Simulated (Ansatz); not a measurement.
**TiC: reading a single point**

```
Ti C
1.0
    -2.23657    2.25434    4.49560
     2.22405   -2.35757    4.54096
     2.18887    2.26452   -0.02894
Ti C
4 4
Cartesian
  0.0164 0.0052 0.1008
  0.0673 2.2356 6.6789
  2.1623 0.0310 6.9106
  -0.0375 0.0395 4.6061
  0.0401 -0.0626 2.0949
  2.2100 -0.1534 4.6641
  0.0430 2.3451 4.4292
  0.1091 -0.0615 6.7416
```

Single point in Ansatz 0.2.0 with PBE, no spin polarisation. Cutoff 420 eV, PAW datasets, 4×4×6 (shifted by 0.5, 0, 0 steps) k mesh, fermi-dirac filling (width 0.1 eV).

**Forces.** The largest is on Ti3: 2.96 eV/Å, components (1.45, -1.10, -2.33). It makes 114° with the line to a nearest neighbour, C8 at 2.06 Å.
**Contacts.** Ti–C at 2.00 Å: least valence density 0.74 e/Å³ and ELF 0.41 there. These are pseudo-fields; inside the PAW spheres they differ from the all-electron ones.
**Electronic structure.** It is a metal, with about 0.62 states/eV a cell as the mean within 0.25 eV of the Fermi level, mostly Ti d (55 %) and C p (42 %).
**Charges.** Bader charges in e: Ti +1.70, C -1.78 to -1.62. In the mean Ti gives up most and C takes most.

Origin: a strained cell with displaced atoms, so it need not be a known compound. Caveats: the k mesh is coarse if the cell is a metal; atoms or cell far from equilibrium.
